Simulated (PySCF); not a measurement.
An unknown is described by computed data only.

Formula: C7H8O.

* Rotational structure: rotational constants A, B, C: 3.297, 2.224, 1.339 GHz [PBE0-D3(BJ)/def2-TZVP]
* NMR, other nuclei: isotropic shieldings of nuclei other than C and H, by class: 214 (1 O) ppm [GIAO PBE0/pcSseg-2]
* 1H NMR: chemical shifts (computed TMS as zero) by class: 7.49 (1 H), 7.39 (1 H), 7.19 (1 H), 7.08 (1 H), 4.58 (1 H), 2.26 (3 H) ppm [GIAO PBE0/pcSseg-2]
* 13C NMR: chemical shifts (computed TMS as zero) by class: 166.7 (1 C), 140.1 (1 C), 138.5 (1 C), 128.1 (1 C), 128.0 (1 C), 122.8 (1 C), 17.2 (1 C) ppm [GIAO PBE0/pcSseg-2]
* Dipole: 1.74 D [PBE0/pcSseg-2]

The electronic properties come from PySCF, for the isolated species, density fitting. Levels stand in brackets. One conformer (not necessarily the lowest) at the PBE0-D3(BJ)/def2-TZVP geometry, without solvent, vibrations or thermal averaging. NMR classes are plain means over equivalent atoms (diastereotopic ones count apart unless rotation or inversion swaps them), as if these changed places fast.

Q: Give a SMILES that accounts for the data.

A: Numbering: `[CH3:1][c:2]1[cH:3][cH:4][cH:5][cH:6][c:7]1[OH:8]`. Its formula, C7H8O, gives 4 degrees of unsaturation: 1 ring and 3 π bonds in the structure found (Kekulé form). 7 carbons fall into 7 classes; from least to most shielded: aromatic carbon bearing oxygen [C7] (166.7 ppm), aromatic CH carbon [C3] (140.1 ppm), aromatic CH carbon [C5] (138.5 ppm), aromatic CH carbon [C4] (128.1 ppm), substituted aromatic carbon [C2] (128.0 ppm), aromatic CH carbon [C6] (122.8 ppm), benzylic-type carbon [C1] (17.2 ppm). Hydrogen classes from least to most shielded: 1 H on an aromatic CH carbon, C5 (7.49 ppm), 1 H on an aromatic CH carbon, C3 (7.39 ppm), 1 H on an aromatic CH carbon, C6 (7.19 ppm), 1 H on an aromatic CH carbon, C4 (7.08 ppm), 1 H on a phenol-type oxygen, O8 (4.58 ppm), 3 H on a benzylic-type carbon, C1 (2.26 ppm). The other shieldings belong to: 214 ppm, phenol-type oxygen [O8]. By its constants the optimised geometry is an asymmetric top. Structure: `Cc1ccccc1O` (o-cresol). Computed isomers that give other values at the same levels: `Cc1ccc(O)cc1` (13C chemical shifts (computed TMS as zero) by class: 165.8 (1 C), 140.2 (2 C), 138.5 (1 C), 121.9 (2 C), 23.1 (1 C) ppm); `COc1ccccc1` (rotational constant A: 5.094 GHz; this holds for the one conformer computed); `OCc1ccccc1` (rotational constant A: 4.892 GHz; this holds for the one conformer computed). The assignments are read from this structure; whether some other isomer fits the data as well wasn't checked.

Shape of the structure used: `[CH3:1][c:2]1[cH:3][cH:4][cH:5][cH:6][c:7]1[OH:8]`: H–O8–C7–C6 180°.
